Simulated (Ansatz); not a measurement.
Isolated molecules relaxed with PBE0-D4/def2-TZVP in Ansatz; ΔE leaves out vibrations. CBS: MP2 limit from def2 TZ/QZ plus the TZ coupled-cluster correction, frozen cores. This one scheme is used for every species. DFT in def2-TZVPP. B3LYP here is the variant with VWN-RPA as its local correlation; programs differ in this. For Ge, Se outer-core shells are correlated without core-valence functions, which leaves a few kJ/mol of doubt a bond. Scalar relativity is left out up to krypton. One conformer a species, not always the lowest.

Reaction (formal exchange of groups at the Se–C bond): `FC(F)(F)[SeH]` + `C[O][GeH]([F])[Cl]` → `C[O][Ge]([F])([Cl])[SeH]` + `FC(F)F`

Question: Is it downhill or uphill in electronic energy at CCSD(T)/CBS, and by how much? (An estimate is asked.)

Answer: Ansatz gave: Downhill: ΔE = -132.5 kJ/mol.

Question: What do these levels give: PBE-D4, ωB97X-V, ωB97M-V, PBE0, B3LYP, MP2/def2-TZVPP, SCS-MP2/def2-TZVPP, CCSD(T)/def2-TZVPP, HF/def2-QZVPP, MP2/def2-QZVPP, HF/CBS(def2), MP2/CBS(def2)? (Best estimate.)

Answer: Ansatz gave: PBE-D4 -124.6, ωB97X-V -125.4, ωB97M-V -125.9, PBE0 -128.5, B3LYP -126.2, MP2/def2-TZVPP -139.4, SCS-MP2/def2-TZVPP -135.5, CCSD(T)/def2-TZVPP -133.2, HF/def2-QZVPP -138.3, MP2/def2-QZVPP -138.5, HF/CBS(def2) -138.1, MP2/CBS(def2) -138.7 kJ/mol.

Largest T1 diagnostic among the species: 0.012.

The D4 term adds −4.4 kJ/mol with B3LYP and −2.7 kJ/mol with PBE0; it sums over pairs of atoms, weighted by their polarisabilities, and B3LYP, whose exchange is more repulsive, gets the larger term. From PBE to PBE0 (25 % exact exchange), in def2-TZVPP and without D4, ΔE moves by −6.6 kJ/mol.
